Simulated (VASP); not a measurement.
# TaC (Fm-3m) in VASP: a series of runs, part 2 of 2

VASP 6.6.1. The steps go on from the part before.

### 3 Relaxation of the atoms, LDA (a relaxed cell with its volume scaled by 0.96)

The input, INCAR:

```
PREC = Accurate
ENCUT = 600
EDIFF = 1E-7
ISMEAR = 1
SIGMA = 0.1
LREAL = F
LASPH = T
NELM = 80
ALGO = Fast
ISIF = 2
LWAVE = F
LCHARG = F
GGA = CA
IBRION = 2
NSW = 40
EDIFFG = -0.01
```

The input, KPOINTS:

```
regular mesh
0
Gamma
  14 14 14
```

The input, POSCAR:

```
TaC                                     
1.0
   -0.0000000000      2.1805940255      2.1805940255
    2.1805940255      0.0000000000      2.1805940255
    2.1805940255      2.1805940255     -0.0000000000
  Ta              C             
     1     1
Direct
     0.0000000000000000    0.0000000000000000    0.0000000000000000
     0.5000000000000000    0.5000000000000000    0.5000000000000000
```

Potentials or basis: VASP PAW LDA potentials, release 64 (Ta_pv, C).

Started as:

```bash
$ cat potpaw_LDA.64/Ta_pv/POTCAR potpaw_LDA.64/C/POTCAR > POTCAR
$ mpirun -np 1 vasp_std > vasp.out
```

OUTCAR:

```text
PREC = Accurate
   ENCUT = 600
   EDIFF = 1E-7
   ISMEAR = 1
   LREAL = F
   LASPH = T
   NELM = 80
   ISIF = 2
   GGA = CA
   IBRION = 2
   NSW = 40
   EDIFFG = -0.01

 ion  position               nearest neighbor table
   1  0.000  0.000  0.000-   2 2.18   2 2.18   2 2.18   2 2.18   2 2.18   2 2.18
   2  0.500  0.500  0.500-   1 2.18   1 2.18   1 2.18   1 2.18   1 2.18   1 2.18

  LATTYP: Found a face centered cubic cell.
 ALAT       =     4.3611880510

  Lattice vectors:

 A1 = (   0.0000000000,   2.1805940255,   2.1805940255)
 A2 = (   2.1805940255,   0.0000000000,   2.1805940255)
 A3 = (   2.1805940255,   2.1805940255,   0.0000000000)

Analysis of symmetry for initial positions (statically):
=====================================================================
 Subroutine PRICEL returns:
 Original cell was already a primitive cell.

 Routine SETGRP: Setting up the symmetry group for a
 face centered cubic supercell.

 Subroutine GETGRP returns: Found 48 space group operations
 (whereof 48 operations were pure point group operations)
 out of a pool of 48 trial point group operations.

The static configuration has the point symmetry O_h .

[... 178 lines left out ...]
      6       7.4903      2.00000
      7       7.4903      2.00000
      8       8.4962      2.00000
      9       8.4962      2.00000
     10       8.4962      2.00000
     11       9.6807     -0.00000
[... 309 lines left out ...]
 k-point    24 :       0.2857    0.1429    0.0000
  band No.  band energies     occupation
      1     -26.1430      2.00000
      2     -25.7944      2.00000
      3     -25.7792      2.00000
      4      -4.1610      2.00000
      5       2.9365      2.00000
      6       4.7383      2.00000
      7       5.4774      2.00000
      8       7.6612      2.00000
      9      10.6150     -0.00000
     10      11.5058      0.00000
     11      13.3127      0.00000

 [... further k-points ...]

------------------------ aborting loop because EDIFF is reached ----------------------------------------

  FORCE on cell =-STRESS in cart. coord.  units (eV):
  Direction    XX          YY          ZZ          XY          YZ          ZX
  --------------------------------------------------------------------------------------
  -------------------------------------------------------------------------------------
  Total        2.0610617      2.0610617      2.0610617     -0.0000000     -0.0000000     -0.0000000
  in kB      159.2381492    159.2381492    159.2381492     -0.0000000     -0.0000000     -0.0000000
  external PRESSURE =     159.2381492 kB  Pullay stress =       0.0000000 kB

 VOLUME and BASIS-vectors are now :
 -----------------------------------------------------------------------------
  energy-cutoff  :      600.00
  volume of cell :       20.74
      direct lattice vectors                 reciprocal lattice vectors
     0.000000000  2.180594026  2.180594026    -0.229295318  0.229295318  0.229295318
     2.180594026  0.000000000  2.180594026     0.229295318 -0.229295318  0.229295318
     2.180594026  2.180594026  0.000000000     0.229295318  0.229295318 -0.229295318

 POSITION                                       TOTAL-FORCE (eV/Angst)
 -----------------------------------------------------------------------------------
      0.00000      0.00000      0.00000         0.000000     -0.000000     -0.000000
      2.18059      2.18059      2.18059         0.000000      0.000000      0.000000
 -----------------------------------------------------------------------------------
    total drift:                                0.000000      0.000000      0.000000

  FREE ENERGIE OF THE ION-ELECTRON SYSTEM (eV)
  ---------------------------------------------------
  free  energy   TOTEN  =       -24.2441478852 eV

  energy  without entropy=      -24.2442578770  energy(sigma->0) =      -24.24418455

 reached required accuracy - stopping structural energy minimisation
```

OSZICAR:

```text
N       E                     dE             d eps       ncg     rms          rms(c)
DAV:   1     0.843868312956E+02    0.84387E+02   -0.90446E+03  2288   0.151E+03
DAV:   2    -0.243578823170E+02   -0.10874E+03   -0.10454E+03  2639   0.342E+02
DAV:   3    -0.276894324326E+02   -0.33316E+01   -0.31983E+01  2904   0.527E+01
DAV:   4    -0.277385260935E+02   -0.49094E-01   -0.46687E-01  2703   0.587E+00
DAV:   5    -0.277392382127E+02   -0.71212E-03   -0.71192E-03  2800   0.602E-01    0.275E+01
RMM:   6    -0.242048283646E+02    0.35344E+01   -0.10844E+01  2384   0.223E+01    0.112E+01
RMM:   7    -0.242757469124E+02   -0.70919E-01   -0.15189E+00  2401   0.877E+00    0.593E+00
RMM:   8    -0.242500220307E+02    0.25725E-01   -0.15870E-01  2330   0.298E+00    0.623E-01
RMM:   9    -0.242449061581E+02    0.51159E-02   -0.83013E-02  2353   0.176E+00    0.216E-01
RMM:  10    -0.242443841874E+02    0.52197E-03   -0.80795E-03  2343   0.773E-01    0.138E-01
RMM:  11    -0.242441185112E+02    0.26568E-03   -0.18599E-03  2399   0.360E-01    0.528E-02
RMM:  12    -0.242441426719E+02   -0.24161E-04   -0.29732E-04  2368   0.156E-01    0.435E-02
RMM:  13    -0.242441463811E+02   -0.37092E-05   -0.72838E-05  2491   0.759E-02    0.362E-03
RMM:  14    -0.242441476736E+02   -0.12925E-05   -0.13069E-05  2461   0.341E-02    0.639E-03
RMM:  15    -0.242441478795E+02   -0.20586E-06   -0.39256E-06  2354   0.206E-02    0.382E-03
RMM:  16    -0.242441478618E+02    0.17677E-07   -0.10680E-06  2213   0.109E-02    0.596E-04
RMM:  17    -0.242441478852E+02   -0.23437E-07   -0.26636E-07  1616   0.527E-03
   1 F= -.24244148E+02 E0= -.24244185E+02  d E =-.242441E+02
```

Run time: 27 s. Hardware: 1 thread of Intel Xeon Platinum 8488C (Sapphire Rapids), shared host; peak memory 0.17 GiB.

What came out:

* Free energy: -24.2441 eV
* Pressure after relaxing: 15.9 GPa
* Band gap on the k mesh: none (metal or under the smearing width)

Final structure:
```
CELL_PARAMETERS angstrom
0.00000 2.18059 2.18059
2.18059 0.00000 2.18059
2.18059 2.18059 0.00000
ATOMIC_POSITIONS crystal
Ta 0.00000 0.00000 0.00000
C 0.50000 0.50000 0.50000
```

Caveat: the relaxation stopped at its first step, so nothing moved. Spin-orbit coupling is left out, which matters for the levels of Ta.

### 4 Relaxation of the atoms, LDA (a relaxed cell with its volume scaled by 0.98)

INCAR is that of step 3.

KPOINTS is that of step 3.

The input, POSCAR:

```
TaC                                     
1.0
   -0.0000000000      2.1956330802      2.1956330802
    2.1956330802      0.0000000000      2.1956330802
    2.1956330802      2.1956330802     -0.0000000000
  Ta              C             
     1     1
Direct
     0.0000000000000000    0.0000000000000000    0.0000000000000000
     0.5000000000000000    0.5000000000000000    0.5000000000000000
```

Started as:

```bash
$ cat potpaw_LDA.64/Ta_pv/POTCAR potpaw_LDA.64/C/POTCAR > POTCAR
$ mpirun -np 1 vasp_std > vasp.out
```

Wall time 27 s (1 thread of Intel Xeon Platinum 8488C (Sapphire Rapids), shared host); peak memory 0.17 GiB.

It converged, with:

- Free energy: -24.2761 eV
- Pressure after relaxing: 7.5 GPa
- Band gap on the k mesh: none (metal or under the smearing width)

Final structure:
```
CELL_PARAMETERS angstrom
0.00000 2.19563 2.19563
2.19563 0.00000 2.19563
2.19563 2.19563 0.00000
ATOMIC_POSITIONS crystal
Ta 0.00000 0.00000 0.00000
C 0.50000 0.50000 0.50000
```

Levels at points of the mesh, in eV from the Fermi level:
| k point | band 5 | band 6 | band 7 | band 8 | band 9 | band 10 | band 11 |
| --- | --- | --- | --- | --- | --- | --- | --- |
| (0.00, 0.00, 0.00) | -1.54 | -1.54 | -1.54 | -0.56 | -0.56 | -0.56 | 0.59 |
| (0.50, 0.00, 0.00) | -9.08 | -5.80 | -5.80 | 2.77 | 2.77 | 3.83 | 5.58 |
| (0.50, 0.50, 0.00) | -4.91 | -4.60 | -1.80 | -1.80 | 2.67 | 4.24 | 4.24 |

Caveat: the relaxation stopped at its first step, so nothing moved.

### 5 Relaxation of the atoms, LDA

INCAR is that of step 4.

KPOINTS is that of step 4.

The input, POSCAR:

```
TaC                                     
1.0
   -0.0000000000      2.2104688889      2.2104688889
    2.2104688889      0.0000000000      2.2104688889
    2.2104688889      2.2104688889     -0.0000000000
  Ta              C             
     1     1
Direct
     0.0000000000000000    0.0000000000000000    0.0000000000000000
     0.5000000000000000    0.5000000000000000    0.5000000000000000
```

Started as:

```bash
$ cat potpaw_LDA.64/Ta_pv/POTCAR potpaw_LDA.64/C/POTCAR > POTCAR
$ mpirun -np 1 vasp_std > vasp.out
```

Wall time 27 s (1 thread of Intel Xeon Platinum 8488C (Sapphire Rapids), shared host); peak memory 0.17 GiB.

The run converged. Its results:

| Quantity | Value |
| --- | --- |
| Free energy | -24.2866 eV |
| Pressure after relaxing | 0.0 GPa |
| Band gap on the k mesh | none (metal or under the smearing width) |

Final structure:
```
Ta C
1.0
     0.00000    2.21047    2.21047
     2.21047    0.00000    2.21047
     2.21047    2.21047    0.00000
Ta C
1 1
Direct
  0.00000 0.00000 0.00000
  0.50000 0.50000 0.50000
```

Levels at points of the mesh, in eV from the Fermi level:
```csv
k point,band 4,band 5,band 6,band 7,band 8,band 9,band 10,band 11
"(0.00, 0.00, 0.00)",-14.88,-1.50,-1.50,-1.50,-0.55,-0.55,-0.55,0.57
"(0.50, 0.00, 0.00)",-10.19,-8.93,-5.69,-5.69,2.69,2.69,3.71,5.51
"(0.50, 0.50, 0.00)",-12.77,-4.78,-4.60,-1.79,-1.79,2.59,4.11,4.11
```

Caveat: the relaxation stopped at its first step, so nothing moved. Spin-orbit coupling is left out, which matters for the levels of Ta.

### 6 Relaxation of the atoms, LDA (a relaxed cell with its volume scaled by 1.02)

INCAR is that of step 5.

KPOINTS is that of step 5.

The input, POSCAR:

```
TaC                                     
1.0
   -0.0000000000      2.2251081823      2.2251081823
    2.2251081823      0.0000000000      2.2251081823
    2.2251081823      2.2251081823     -0.0000000000
  Ta              C             
     1     1
Direct
     0.0000000000000000    0.0000000000000000    0.0000000000000000
     0.5000000000000000    0.5000000000000000    0.5000000000000000
```

Potentials or basis: VASP PAW LDA potentials, release 64 (Ta_pv, C).

Started as:

```bash
$ cat potpaw_LDA.64/Ta_pv/POTCAR potpaw_LDA.64/C/POTCAR > POTCAR
$ mpirun -np 1 vasp_std > vasp.out
```

OUTCAR:

```text
PREC = Accurate
   ENCUT = 600
   EDIFF = 1E-7
   ISMEAR = 1
   LREAL = F
   LASPH = T
   NELM = 80
   ISIF = 2
   GGA = CA
   IBRION = 2
   NSW = 40
   EDIFFG = -0.01

 ion  position               nearest neighbor table
   1  0.000  0.000  0.000-   2 2.23   2 2.23   2 2.23   2 2.23   2 2.23   2 2.23
   2  0.500  0.500  0.500-   1 2.23   1 2.23   1 2.23   1 2.23   1 2.23   1 2.23

  LATTYP: Found a face centered cubic cell.
 ALAT       =     4.4502163646

  Lattice vectors:

 A1 = (   0.0000000000,   2.2251081823,   2.2251081823)
 A2 = (   2.2251081823,   0.0000000000,   2.2251081823)
 A3 = (   2.2251081823,   2.2251081823,   0.0000000000)

Analysis of symmetry for initial positions (statically):
=====================================================================
 Subroutine PRICEL returns:
 Original cell was already a primitive cell.

 Routine SETGRP: Setting up the symmetry group for a
 face centered cubic supercell.

 Subroutine GETGRP returns: Found 48 space group operations
 (whereof 48 operations were pure point group operations)
 out of a pool of 48 trial point group operations.

The static configuration has the point symmetry O_h .

Analysis of symmetry for dynamics (positions and initial velocities):
=====================================================================
 Subroutine PRICEL returns:
 Original cell was already a primitive cell.

 Routine SETGRP: Setting up the symmetry group for a
 face centered cubic supercell.

 Subroutine GETGRP returns: Found 48 space group operations
 (whereof 48 operations were pure point group operations)
 out of a pool of 48 trial point group operations.

The dynamic configuration has the point symmetry O_h .

 Subroutine INISYM returns: Found 48 space group operations
 (whereof 48 operations are pure point group operations),
 and found     1 'primitive' translations

----------------------------------------------------------------------------------------

                                     Primitive cell

  volume of cell :      22.0335
[... 121 lines left out ...]
 non-spin polarized calculation
 RMM-DIIS sequential band-by-band and
 Methfessel and Paxton  Order N= 1 SIGMA  =   0.10
  energy-cutoff  :      600.00
  volume of cell :       22.03
 maximum number of plane-waves:       754
 NGX is ok and might be reduce to    28
   NGX = 13   NGY = 13   NGZ = 13

 number of electron      15.0000000 magnetization

 Free energy of the ion-electron system (eV)
  ---------------------------------------------------
  ext. energy  EPLUGINS =         0.00000000
  ---------------------------------------------------
  free energy    TOTEN  =       -24.27778551 eV

  energy without entropy =      -24.27769998  energy(sigma->0) =      -24.27775700

 E-fermi :   8.4229     XC(G=0): -13.3951

 val. band max:        8.3840244584   @ k =   0.5000   0.2143   0.0000
 cond. band min:       8.4369584334   @ k =   0.1429   0.0714   0.0000
 fundamental gap:      0.0529339751
 Fermi energy:         8.4228743071

 k-point     1 :       0.0000    0.0000    0.0000
  band No.  band energies     occupation
      1     -26.4995      2.00000
      2     -26.4995      2.00000
      3     -26.4995      2.00000
      4      -6.3147      2.00000
      5       6.9651      2.00000
      6       6.9651      2.00000
      7       6.9651      2.00000
      8       7.8924      2.00000
      9       7.8924      2.00000
     10       7.8924      2.00000
     11       8.9678     -0.00000
[... 309 lines left out ...]
 k-point    24 :       0.2857    0.1429    0.0000
  band No.  band energies     occupation
      1     -26.8690      2.00000
      2     -26.5938      2.00000
      3     -26.5817      2.00000
      4      -4.5319      2.00000
      5       2.5945      2.00000
      6       4.3298      2.00000
      7       5.0218      2.00000
      8       7.1128      2.00000
      9       9.8364     -0.00000
     10      10.6738      0.00000
     11      12.3688      0.00000

 [... further k-points ...]

------------------------ aborting loop because EDIFF is reached ----------------------------------------

  FORCE on cell =-STRESS in cart. coord.  units (eV):
  Direction    XX          YY          ZZ          XY          YZ          ZX
  --------------------------------------------------------------------------------------
  -------------------------------------------------------------------------------------
  Total       -0.9358942     -0.9358942     -0.9358942      0.0000000     -0.0000000      0.0000000
  in kB      -68.0540453    -68.0540453    -68.0540453      0.0000000     -0.0000000      0.0000000
  external PRESSURE =     -68.0540453 kB  Pullay stress =       0.0000000 kB

 VOLUME and BASIS-vectors are now :
 -----------------------------------------------------------------------------
  energy-cutoff  :      600.00
  volume of cell :       22.03
      direct lattice vectors                 reciprocal lattice vectors
     0.000000000  2.225108182  2.225108182    -0.224708176  0.224708176  0.224708176
     2.225108182  0.000000000  2.225108182     0.224708176 -0.224708176  0.224708176
     2.225108182  2.225108182  0.000000000     0.224708176  0.224708176 -0.224708176

 POSITION                                       TOTAL-FORCE (eV/Angst)
 -----------------------------------------------------------------------------------
      0.00000      0.00000      0.00000        -0.000000      0.000000     -0.000000
      2.22511      2.22511      2.22511         0.000000     -0.000000      0.000000
 -----------------------------------------------------------------------------------
    total drift:                                0.000000      0.000000      0.000000

  FREE ENERGIE OF THE ION-ELECTRON SYSTEM (eV)
  ---------------------------------------------------
  free  energy   TOTEN  =       -24.2777855137 eV

  energy  without entropy=      -24.2776999753  energy(sigma->0) =      -24.27775700

 reached required accuracy - stopping structural energy minimisation
```

CONTCAR:

```text
TaC
   1.00000000000000
     0.0000000000000000    2.2251081823000001    2.2251081823000001
     2.2251081823000001    0.0000000000000000    2.2251081823000001
     2.2251081823000001    2.2251081823000001    0.0000000000000000
  Ta              C
     1     1
Direct
     0.0000000000000000    0.0000000000000000    0.0000000000000000
     0.5000000000000000    0.5000000000000000    0.5000000000000000

  0.00000000E+00  0.00000000E+00  0.00000000E+00
  0.00000000E+00  0.00000000E+00  0.00000000E+00
```

It took 27 s on 1 thread of Intel Xeon Platinum 8488C (Sapphire Rapids), shared host; peak memory 0.17 GiB.

What came out:

```
Free energy             : -24.2778 eV
Pressure after relaxing : -6.8 GPa
Band gap on the k mesh  : none (metal or under the smearing width)
```

Final structure:
```xyz
2
Lattice="0.0000 2.2251 2.2251 2.2251 0.0000 2.2251 2.2251 2.2251 0.0000" Properties=species:S:1:pos:R:3 pbc="T T T"
Ta    0.0000    0.0000    0.0000
C     2.2251    2.2251    2.2251
```

Levels at points of the mesh, in eV from the Fermi level:
| k point | band 4 | band 5 | band 6 | band 7 | band 8 | band 9 | band 10 | band 11 |
| --- | --- | --- | --- | --- | --- | --- | --- | --- |
| (0.00, 0.00, 0.00) | -14.74 | -1.46 | -1.46 | -1.46 | -0.53 | -0.53 | -0.53 | 0.54 |
| (0.50, 0.00, 0.00) | -10.19 | -8.80 | -5.57 | -5.57 | 2.61 | 2.61 | 3.60 | 5.45 |
| (0.50, 0.50, 0.00) | -12.63 | -4.66 | -4.59 | -1.79 | -1.79 | 2.51 | 3.99 | 3.99 |

Caveat: the relaxation stopped at its first step, so nothing moved. Spin-orbit coupling is left out, which matters for the levels of Ta.

### 7 The runs side by side

```tsv
cell	gap on the mesh (eV)	pressure (GPa)
atoms relaxed from: a relaxed cell with its volume scaled by 0.94	none	25.2
atoms relaxed from: a relaxed cell with its volume scaled by 0.96	none	15.9
atoms relaxed from: a relaxed cell with its volume scaled by 0.98	none	7.5
atoms relaxed	none	0.0
atoms relaxed from: a relaxed cell with its volume scaled by 1.02	none	-6.8
```

Alike in all rows: task relaxation of the atoms; level LDA; potentials or basis VASP PAW LDA potentials, release 64 (Ta_pv, C); no spin polarisation; k mesh 14 × 14 × 14; cutoff (eV) 600; smearing methfessel-paxton 0.1 eV.

Caveats: the relaxation stopped at its first step, so nothing moved.

Total energies depend on the potentials used, so only differences within one code and one set of settings carry meaning.
